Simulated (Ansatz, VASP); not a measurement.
## MoCl6 in two plane-wave programs

One calculation is typed for both programs; each brings its own data sets. How far apart do they land? The cell is taken from a series of runs on this material, whose earlier steps may have relaxed, scaled, displaced or heated it; both programs get it as it stands.

Main program and level: Ansatz 0.2.0; plane waves, with VASP 6.6.1 beside it; single point at HSE06 with D3(BJ).

## 1. Starting point

The structure is trigonal, space group P-31m (No. 162). The conventional cell has a = 6.173 Å, b = 6.173 Å, c = 6.466 Å, α = 90.00°, β = 90.00°, γ = 120.00°. Nearest to Mo lie 6 Cl at 2.29 Å. Nearest to Cl lie 1 Mo at 2.29 Å. Farther neighbours and most contacts between anions are not listed.

Coordinates:

```xyz
7
Lattice="6.1735 0.0000 0.0000 -3.0867 5.3464 0.0000 0.0000 0.0000 6.4659" Properties=species:S:1:pos:R:3 pbc="T T T"
Mo    0.0000    0.0000    3.2330
Cl    0.9372    1.6232    1.9088
Cl   -2.1496    3.7232    1.9088
Cl    4.2992    0.0000    1.9088
Cl   -0.9372    1.6232    4.5572
Cl    1.8743    0.0000    4.5572
Cl    2.1496    3.7232    4.5572
```

## 2. VASP: single point, HSE06 with D3(BJ)

A single point gives forces, pressure and levels at one fixed geometry, so differences don't come from the geometry; what else differs is listed under the comparison.

Lines of VASP's logs that name or quote its potential files are left out, and so is its time.

The run reads the wave functions of an earlier VASP run, which isn't shown here.

INCAR reads:

```
SYSTEM = MoCl6
PREC = Accurate
ENCUT = 400
EDIFF = 1E-06
NELM = 100
ISMEAR = 0
SIGMA = 0.01
LREAL = .FALSE.
ALGO = Normal
LHFCALC = .TRUE.
AEXX = 0.25
GGA = PE
HFSCREEN = 0.208
IVDW = 12
VDW_S6 = 1
VDW_S8 = 2.31
VDW_A1 = 0.383
VDW_A2 = 5.685
LASPH = .TRUE.
NBANDS = 35
PRECFOCK = Fast
LORBIT = 11
LWAVE = .FALSE.
LCHARG = .FALSE.
ISIF = 2
```

POSCAR reads:

```
MoCl6
1.0
    6.1734763146      0.0000000000      0.0000000000
   -3.0867381573      5.3463873181      0.0000000000
    0.0000000000      0.0000000000      6.4659194200
Mo Cl
1 6
Direct
    0.0000000000      0.0000000000      0.5000000000
    0.3036071400      0.3036071400      0.2952041573
    0.0000000000      0.6963928600      0.2952041573
    0.6963928600      0.0000000000      0.2952041573
    0.0000000000      0.3036071400      0.7047958427
    0.3036071400      0.0000000000      0.7047958427
    0.6963928600      0.6963928600      0.7047958427
```

KPOINTS reads:

```
Automatic mesh
0
Gamma
2 2 2
0 0 0
```

Potentials, in the order of the species: Mo_sv and Cl (PBE family, release 64).

Started as:

```
> export OMP_NUM_THREADS=4
> mpirun -np 1 vasp_std
```

Numbers of over 12 decimals in the logs are rounded to 6 here.

Output:

```text
[banner, memory and clock lines left out]
running    1 mpi-ranks, on    1 nodes
 distrk:  each k-point on    1 cores,    1 groups
 distr:  one band on    1 cores,    1 groups
 Offloading initialized ...    1 GPUs detected
 POSCAR found type information on POSCAR MoCl
 POSCAR found :  2 types and       7 ions
 LDA part: xc-table for (Slater+PW92), standard interpolation
 found WAVECAR, reading the header
 POSCAR, INCAR and KPOINTS ok, starting setup
 FFT: planning ... GRIDC
 FFT: planning ... GRID_SOFT
 FFT: planning ... GRID
 reading WAVECAR
 the WAVECAR file was read successfully
 initial charge from wavefunction
 entering main loop
       N       E                     dE             d eps       ncg     rms          rms(c)
DAV:   1    -0.337984413314E+02   -0.33798E+02   -0.83370E-01   280   0.604E+00    0.394E+00
DAV:   2    -0.336091933910E+02    0.18925E+00   -0.53473E-01   280   0.592E+00    0.187E+00
DAV:   3    -0.336219331310E+02   -0.12740E-01   -0.33484E-02   286   0.161E+00    0.600E-01
DAV:   4    -0.336248129078E+02   -0.28798E-02   -0.16537E-02   283   0.774E-01    0.364E-01
DAV:   5    -0.336230136902E+02    0.17992E-02   -0.52599E-03   280   0.605E-01    0.209E-01
DAV:   6    -0.336233567524E+02   -0.34306E-03   -0.36871E-04   298   0.136E-01    0.129E-01
DAV:   7    -0.336233281241E+02    0.28628E-04   -0.19491E-04   289   0.110E-01    0.469E-02
DAV:   8    -0.336233117165E+02    0.16408E-04   -0.40525E-05   286   0.555E-02    0.398E-02
DAV:   9    -0.336233155325E+02   -0.38159E-05   -0.55373E-06   325   0.146E-02    0.241E-02
DAV:  10    -0.336233145935E+02    0.93900E-06   -0.31412E-06   295   0.140E-02
   1 F= -.35002115E+02 E0= -.35002115E+02  d E =0.000000E+00
```

Parts of OUTCAR (step 2):

```text
ion  position               nearest neighbor table
   1  0.000  0.000  0.500-   2 2.29   3 2.29   5 2.29   7 2.29   6 2.29   4 2.29
   2  0.304  0.304  0.295-   1 2.29
   3  0.000  0.696  0.295-   1 2.29
   4  0.696  0.000  0.295-   1 2.29
   5  0.000  0.304  0.705-   1 2.29
   6  0.304  0.000  0.705-   1 2.29
   7  0.696  0.696  0.705-   1 2.29

  LATTYP: Found a hexagonal cell.
 ALAT       =     6.1734763146
 C/A-ratio  =     1.0473708962

 Subroutine GETGRP returns: Found 12 space group operations
 (whereof 12 operations were pure point group operations)

The static configuration has the point symmetry D_3d.

 Found      4 irreducible k-points:

   k-points           NKPTS =      4   k-points in BZ     NKDIM =      8   number of bands    NBANDS=     35

   dimension x,y,z NGX =    40 NGY =   40 NGZ =   42
   dimension x,y,z NGXF=    80 NGYF=   80 NGZF=   84

   ENCUT  =  400.0 eV  29.40 Ry    5.42 a.u.  10.07 10.07 10.54*2*pi/ulx,y,z

   NELECT =      56.0000    total number of electrons

 k-points in reciprocal lattice and weights: Automatic mesh
   0.00000000  0.00000000  0.00000000       0.125
   0.50000000  0.00000000  0.00000000       0.375
   0.00000000  0.00000000  0.50000000       0.125
   0.50000000  0.00000000  0.50000000       0.375

  exchange ACFDT corr.  =         0.00000000  see jH, gK, PRB 81, 115126

 average (electrostatic) potential at core
       1 -79.3138       2 -91.0673       3 -91.0673       4 -91.0673       5 -91.0673
       6 -91.0673       7 -91.0673

 E-fermi :  -1.5892

 k-point     1 :       0.0000    0.0000    0.0000
  band No.  band energies     occupation
    ...
     24      -2.2708      2.00000
     25      -2.0157      2.00000
     26      -2.0157      2.00000
     27      -1.9416      2.00000
     28      -1.9416      2.00000
     29       0.2368      0.00000
     30       0.6203      0.00000
     31       0.6203      0.00000
     32       3.7426      0.00000
     33       3.7426      0.00000
    ...

 k-point     2 :       0.5000    0.0000    0.0000
  band No.  band energies     occupation
    ...
     24      -2.4269      2.00000
     25      -2.1631      2.00000
     26      -2.1106      2.00000
     27      -2.0178      2.00000
     28      -1.8403      2.00000
     29       0.2754      0.00000
     30       0.5752      0.00000
     31       0.7723      0.00000
     32       3.7127      0.00000
     33       3.8911      0.00000
    ...

 k-point     3 :       0.0000    0.0000    0.5000
  band No.  band energies     occupation
    ...
     24      -2.4733      2.00000
     25      -2.0065      2.00000
     26      -2.0065      2.00000
     27      -1.9569      2.00000
     28      -1.9569      2.00000
     29       0.4175      0.00000
     30       0.5530      0.00000
     31       0.5530      0.00000
     32       3.9177      0.00000
     33       3.9177      0.00000
    ...

 Edisp (eV)   -1.37880

  Total      -2.23859    -2.23859    -2.83756     0.00000     0.00000     0.00000
  in kB     -16.80603   -16.80603   -21.30276     0.00000     0.00000     0.00000
  external pressure =      -18.30 kB  Pullay stress =        0.00 kB

  energy-cutoff  :      400.00
  volume of cell :      213.41
      direct lattice vectors                 reciprocal lattice vectors
     6.173476315  0.000000000  0.000000000     0.161983289  0.093521096 -0.000000000
    -3.086738157  5.346387318  0.000000000     0.000000000  0.187042191  0.000000000
     0.000000000  0.000000000  6.465919420     0.000000000 -0.000000000  0.154657046

 POSITION                                       TOTAL-FORCE (eV/Angst)
 -----------------------------------------------------------------------------------
      0.00000      0.00000      3.23296        -0.000000      0.000000      0.000000
      0.93716      1.62320      1.90877        -0.166593     -0.288547      0.158336
     -2.14958      3.72319      1.90877        -0.166593      0.288547      0.158336
      4.29916      0.00000      1.90877         0.333185      0.000000      0.158336
     -0.93716      1.62320      4.55715         0.166593     -0.288547     -0.158336
      1.87431      0.00000      4.55715        -0.333185      0.000000     -0.158336
      2.14958      3.72319      4.55715         0.166593      0.288547     -0.158336
 -----------------------------------------------------------------------------------
    total drift:                                0.000000      0.000000      0.000000

  FREE ENERGIE OF THE ION-ELECTRON SYSTEM (eV)
  ---------------------------------------------------
  free  energy   TOTEN  =       -35.0021148314 eV

  energy  without entropy=      -35.0021148314  energy(sigma->0) =      -35.00211483

 total charge
# of ion       s       p       d       tot
------------------------------------------
    1        2.355   6.298   3.311  11.965
    2        1.607   3.496   0.000   5.103
    3        1.607   3.496   0.000   5.103
    4        1.607   3.496   0.000   5.103
    5        1.607   3.496   0.000   5.103
    6        1.607   3.496   0.000   5.103
    7        1.607   3.496   0.000   5.103
--------------------------------------------------
tot         11.997  27.275   3.311  42.583

[... 1 further part left out ...]
```

The run ends at a pressure of -1.83 GPa, with forces up to 0.37 eV/Å.

## 3. Ansatz: single point, HSE06 with D3(BJ)

Ansatz runs on PAW files that the input asks for by source.

The same cell, functional and mesh now go to Ansatz, which takes its cutoff from its data sets.

input.yaml reads:

```yaml
crystal:
  lattice:
    - [6.1734763146, 0.0, 0.0]
    - [-3.0867381573, 5.3463873181, 0.0]
    - [0.0, 0.0, 6.46591942]
  atoms:
    - { symbol: Mo, position: [0.0, 0.0, 0.5] }
    - { symbol: Cl, position: [0.30360714, 0.30360714, 0.2952041573] }
    - { symbol: Cl, position: [1.0, 0.69639286, 0.2952041573] }
    - { symbol: Cl, position: [0.69639286, 0.0, 0.2952041573] }
    - { symbol: Cl, position: [1.0, 0.30360714, 0.7047958427] }
    - { symbol: Cl, position: [0.30360714, 0.0, 0.7047958427] }
    - { symbol: Cl, position: [0.69639286, 0.69639286, 0.7047958427] }
kpoints:
  mp_grid: { grid: [2, 2, 2] }
hamiltonian:
  xc: hse06
  pseudopotentials: { kind: paw, source: ansatz }
  dispersion: d3bj
scf:
  occupations: { method: fixed }
  n_extra_bands: 6
  lower_state_search: "off"
  convergence: { dr2_threshold: 1.0e-09 }
output:
  eigenvalues: true
```

Started as:

```
> ansatz run input.yaml --threads 4 --pin off --max-ram 18432MiB --backend cpu --events-out ev --progress --plain --runs-dir out
```

Output:

```text
scf.n_extra_bands = 6 over 28 filled bands (N_el = 56.0): the run solves 34 bands
Engine: ansatz 0.2.0, aarch64-unknown-linux-gnu
Pseudopotentials: kind: paw
Pseudopotential: Mo, paw, valence charge 14, recommended cutoff 500 eV (normal), Mo.paw.azcp
Pseudopotential: Cl, paw, valence charge 7, recommended cutoff 660 eV (normal), Cl.paw.azcp
Functional definition: HSE06
  parameter a = 0.25
  parameter omega = 0.11/bohr
  exchange = pbe_x - a*pbe_x_sr(omega) + a*exact_x_sr(omega)
  correlation = pbe_c
davidson cushion auto → on  (no smearing: the cushion is to keep the highest requested band from converging to the state above it; pin scf.eigensolver.cushion to override)
Crystal: 7 atoms, lattice volume = 213.413 Å³
Basis set: ecut = 660 eV, 8205 PW (Γ)
Bands: 34, of which v1, the nominal top of the filled ones, is band 28 counted from 1 (27 counted from 0)
Symmetry: 12 space group operations
Space group: P-31m (ITA 162), of the structure as read, at distance tolerance 6.0e-5 Å
k-points: 4 of 8
Non-local potential: Mo, projectors of the file, l = 0: 3, l = 1: 3, l = 2: 2, l = 3: 2
Non-local potential: Cl, projectors of the file, l = 0: 2, l = 1: 2, l = 2: 2, l = 3: 1
PAW form: soft (Blöchl's): semilocal exchange-correlation on the pseudo side does not see the compensation charge
PAW frozen core: Mo, regenerated for the run's functional, and the local potential with it (the file was generated under x = pbe(κ = 0.804, μ = 0.219515), c = pbe(β = 0.066725))
PAW frozen core: Cl, regenerated for the run's functional, and the local potential with it (the file was generated under x = pbe(κ = 0.804, μ = 0.219515), c = pbe(β = 0.066725))
PAW one-centre angular grid: Mo, 590 points (default); XC on 64 Gauss nodes
PAW one-centre angular grid: Cl, 194 points (default); XC on 64 Gauss nodes
Initial density: superposition of atomic densities (chi_scale 0.1, normalization cell, long waves kept (reshape's long-wave potential 0.08 eV rms))
Initial wavefunctions: pseudopotential atomic-orbital guess
Functional: x = pbe(κ = 0.804, μ = 0.219515), c = pbe(β = 0.066725), warm-up for x = pbe(κ = 0.804, μ = 0.219515) + 0.25 (exact − pbe) at short range (hse, ω = 0.207870 Å⁻¹), c = pbe(β = 0.066725); HSE06 as pw.x's `hse` composes it (authors' and Libxc's form: `xc: wpbeh`)
SCF iter   1: F=—  HF=-11440.233030 eV  |F-HF|=—  |Δ(HF+E_count)|=         —  Δρ=4.30e-2  dr2=2.95e0  ethr=1.00e-1  ⟨swp⟩=5.0  Hψ=392  notcnv=0
preconditioner: auto → none  [insulator: Δε(μ)=1.054 eV  Ē_g=8.449 eV  n_scr=28 (ndim 8)  ℏωp=17.6 eV  f_vac=0.156]
SCF iter   2: F=—  HF=-11440.172862 eV  |F-HF|=—  |Δ(HF+E_count)|=   6.02e-2  Δρ=3.39e-2  dr2=4.75e0  ethr=5.26e-3  ⟨swp⟩=4.2  Hψ=420  notcnv=0  defer=1
SCF iter   3: F=—  HF=-11440.131929 eV  |F-HF|=—  |Δ(HF+E_count)|=   4.09e-2  Δρ=3.22e-2  dr2=5.45e0  ethr=5.26e-3  ⟨swp⟩=4.2  Hψ=358  notcnv=0
iter 4 solved again at ethr=2.36e-4 eV; its pass at ethr=5.26e-3 eV (dr2=1.32e-1 eV) is discarded
SCF iter   4: F=—  HF=-11439.529448 eV  |F-HF|=—  |Δ(HF+E_count)|=   6.02e-1  Δρ=9.04e-3  dr2=1.30e-1  ethr=2.36e-4  ⟨swp⟩=3.2  Hψ=627  notcnv=0  defer=1
SCF iter   5: F=—  HF=-11439.517416 eV  |F-HF|=—  |Δ(HF+E_count)|=   1.20e-2  Δρ=2.59e-3  dr2=2.20e-2  ethr=2.31e-4  ⟨swp⟩=2.5  Hψ=303  notcnv=0  defer=1
SCF iter   6: F=—  HF=-11439.515376 eV  |F-HF|=—  |Δ(HF+E_count)|=   2.04e-3  Δρ=7.36e-4  dr2=1.89e-3  ethr=3.93e-5  ⟨swp⟩=3.8  Hψ=325  notcnv=0  defer=1
SCF iter   7: F=—  HF=-11439.515277 eV  |F-HF|=—  |Δ(HF+E_count)|=   9.98e-5  Δρ=2.24e-4  dr2=2.49e-4  ethr=3.38e-6  ⟨swp⟩=4.5  Hψ=378  notcnv=0  defer=2
SCF iter   8: F=-11439.515231 eV  HF=-11439.515262 eV  |F-HF|=3.11e-5  |Δ(HF+E_count)|=   1.40e-5  Δρ=7.92e-5  dr2=3.33e-5  ethr=4.45e-7  ⟨swp⟩=4.0  Hψ=348  notcnv=0  defer=2
SCF 1 stopped early in 8 iterations: F = -11439.515231 eV  dr2 = 3.33e-5
  greatest PAW one-centre occupation: 0.985 electrons in one spin orbital (limit 2), on the Mo atom at site 0 (counted from 0), in its partial waves of l = 0
Initial density: handed on by an earlier stage of this run
Initial wavefunctions: those handed on with the density
Functional: x = pbe(κ = 0.804, μ = 0.219515) + 0.25 (exact − pbe) at short range (hse, ω = 0.207870 Å⁻¹), c = pbe(β = 0.066725); HSE06 as pw.x's `hse` composes it (authors' and Libxc's form: `xc: wpbeh`)
Exchange kernel: α = 0.2500, screened, ω = 0.2079 Å⁻¹, Wigner–Seitz truncation, v(0) = 981.4022 eV·Å³, q-mesh 2×2×2, nearest image of the exchange supercell L = 12.35 Å, pair-density grid 30×30×36, without the augmentation charges, whose exchange is taken in its separable form by FFT convolution over the k-point mesh (sized by the pseudopotential files, 45×45×60 at the most), smooth part of the exact exchange by density-matrix convolution
Frozen-core exchange: fock
SCF iter   1: F=—  HF=-11444.895425 eV  |F-HF|=—  |Δ(HF+E_count)|=         —  Δρ=1.49e-2  dr2=1.29e0  ethr=5.95e-7  ⟨swp⟩=10.0  Hψ=823  notcnv=0
preconditioner: auto → none  [insulator: Δε(μ)=2.548 eV  Ē_g=10.104 eV  n_scr=28 (ndim 8)  ℏωp=17.6 eV  f_vac=0.184]
[...]
SCF 2 stopped early in 7 iterations: F = -11444.709980 eV  dr2 = 1.09e-5
  greatest PAW one-centre occupation: 0.984 electrons in one spin orbital (limit 2), on the Mo atom at site 0 (counted from 0), in its partial waves of l = 0
hybrid outer 1: dexx = +2.266e-2 eV, tail = 3.17e-5 eV
Exchange kernel: α = 0.2500, screened, ω = 0.2079 Å⁻¹, Wigner–Seitz truncation, v(0) = 981.4022 eV·Å³, q-mesh 2×2×2, nearest image of the exchange supercell L = 12.35 Å, pair-density grid 30×30×36, without the augmentation charges, whose exchange is taken in its separable form by FFT convolution over the k-point mesh (sized by the pseudopotential files, 45×45×60 at the most), smooth part of the exact exchange by density-matrix convolution
Frozen-core exchange: fock
SCF iter   1: F=—  HF=-11444.709730 eV  |F-HF|=—  |Δ(HF+E_count)|=         —  Δρ=3.70e-5  dr2=1.09e-6  ethr=2.83e-7  ⟨swp⟩=2.5  Hψ=302  notcnv=0
preconditioner: auto → none  [insulator: Δε(μ)=2.069 eV  Ē_g=9.793 eV  n_scr=28 (ndim 8)  ℏωp=17.6 eV  f_vac=0.188]
SCF iter   2: F=—  HF=-11444.709731 eV  |F-HF|=—  |Δ(HF+E_count)|=   1.17e-6  Δρ=1.74e-5  dr2=7.54e-7  ethr=1.50e-9  ⟨swp⟩=4.5  Hψ=485  notcnv=0  defer=1
SCF iter   3: F=—  HF=-11444.709731 eV  |F-HF|=—  |Δ(HF+E_count)|=   1.06e-7  Δρ=6.22e-6  dr2=1.17e-7  ethr=1.20e-9  ⟨swp⟩=2.0  Hψ=300  notcnv=0
iter 4 solved again at ethr=1.45e-11 eV; its pass at ethr=1.93e-10 eV (dr2=8.13e-9 eV) is discarded
SCF iter   4: F=—  HF=-11444.709731 eV  |F-HF|=—  |Δ(HF+E_count)|=   3.54e-8  Δρ=1.88e-6  dr2=1.17e-8  ethr=1.45e-11  ⟨swp⟩=3.5  Hψ=643  notcnv=0  defer=2
SCF iter   5: F=—  HF=-11444.709731 eV  |F-HF|=—  |Δ(HF+E_count)|=   1.17e-9  Δρ=5.59e-7  dr2=3.24e-9  ethr=1.45e-11  ⟨swp⟩=2.2  Hψ=301  notcnv=0
Mixer restart at iter 5: flushing history
SCF iter   6: F=—  HF=-11444.709731 eV  |F-HF|=—  |Δ(HF+E_count)|=   6.56e-9  Δρ=1.03e-6  dr2=6.07e-9  ethr=2.94e-12  ⟨swp⟩=4.8  Hψ=416  notcnv=0  defer=2
SCF iter   7: F=—  HF=-11444.709731 eV  |F-HF|=—  |Δ(HF+E_count)|=   7.10e-9  Δρ=2.86e-6  dr2=5.28e-8  ethr=2.94e-12  ⟨swp⟩=5.5  Hψ=499  notcnv=0  defer=2  recentre
SCF iter   8: F=-11444.709731 eV  HF=-11444.709731 eV  |F-HF|=1.24e-10  |Δ(HF+E_count)|=   7.63e-9  Δρ=2.76e-7  dr2=1.57e-10  ethr=2.94e-12  ⟨swp⟩=5.0  Hψ=467  notcnv=0
SCF 3 converged in 8 iterations: F = -11444.709731 eV  dr2 = 1.57e-10
hybrid outer 2: dexx = +1.455e-6 eV, tail = 2.68e-9 eV, Δε = 1.06e-3 eV (about 1.14e-5 eV left of the loop's levels)
hybrid SCF converged: 2 outer / 15 inner (+8 warm-up), last move |dexx| = 1.46e-6 eV, tail = 2.68e-9 eV
Stability not checked: this state was not tested for a lower state beside it, because the functional holds exact exchange (a hybrid, or Hartree-Fock), whose exchange loop this test does not read (fock_operator; see scf.lower_state_search)
Free energy (F): -11444.709731 eV
Frozen-core exchange: fock
Harris-Foulkes:  -11444.709731 eV  (|F-HF|=1.24e-10)
Internal energy: -11444.709731 eV  (E = F + TS)
E sigma→0 (E₀):  -11444.709731 eV
Fermi energy:    -0.333826 eV
--- Per-component energies (eV) ---
  E_band       = -628.032898
  E_kinetic    = 1496.970629
  E_local      = -4726.433094  (includes V_loc(G=0)·N_el)
  E_nonlocal   = 547.615799
  E_hartree    = 1596.739299
  E_xc         = -852.943711
  E_vxc        = -811.090738  (∫ρ·V_xc dr)
  E_exx        = -131.156076  (= α·E_x^exact, valence–valence)
  E_paw        = -6984.877998  (= ΣΔE_a)
  E_vpaw       = -66.262546  (= ΣTr[D̂ρ^β])
  E_aug_tail   = 0.000084  (compensation charges beyond the density's cutoff)
  E_ewald      = -2388.132802
  E_disp       = -1.379077  (pairwise vdW)
  E_core_change = -1.112785  (= ΣΔE_core)
  E_smearing   = -0.000000  (= −TS)
  E_closure    = 0.000000  (closes the sum)
  Σ components = -11444.709731   (vs F -11444.709731, Δ=0.00e0)
--- Band table (eV) ---
  k-point 0: bands = [... 24 lower, -0.5094, -0.5094, -0.4421, -0.4421, 1.7357, 2.1197, 2.1197, 5.2306, ... 2 higher]
  k-point 1: bands = [... 24 lower, -0.5002, -0.5002, -0.4574, -0.4574, 1.9166, 2.0523, 2.0523, 5.4050, ... 2 higher]
  k-point 2: bands = [... 24 lower, -0.6630, -0.6043, -0.5117, -0.3338, 1.7744, 2.0756, 2.2726, 5.2007, ... 2 higher]
  k-point 3: bands = [... 24 lower, -0.7526, -0.5875, -0.5441, -0.3811, 1.7573, 2.1283, 2.2617, 5.1110, ... 2 higher]
```

## 4. Comparison

Known differences besides the potentials themselves: exact exchange at q = 0 is treated differently, which shows on coarse meshes; VASP keeps PBE cores, Ansatz makes them for the functional; fixed occupations in Ansatz, narrow Gaussian smearing in VASP; the cutoff is 660 eV in Ansatz and 400 eV in VASP; VASP takes a coarser grid for exact exchange (PRECFOCK = Fast). Total energies have different zeros and are not compared.

Compared:

```
              quantity  Ansatz   VASP  difference
gap on the k mesh (eV)   2.070  2.077      -0.008
```

A gap on the mesh is an upper bound, since the band edges may lie between its points.

## 5. What came out

```json
{"difference in gap on the k mesh (single point, HSE06 with D3(BJ))": "-0.0076 eV"}
```

The difference in gap on the k mesh is -0.0076 eV (single point, HSE06 with D3(BJ)), within the 0.08 eV picked in this series as the mark of a large difference. How closely two codes agree says nothing of how well the functional describes the real material.

[Lines on the potential files, build, host, timing and source positions are cut from VASP's logs without a mark.]

[Logs are printed without paths, hosts, clocks, repeated set-up lines and the standing remarks that a program may print on its own settings, such as how far it seeks lower states.]

[Hosts, paths, dates, database ids (printed as entryN), source tags and the programs' standing remarks are cut or masked in the printed files.]
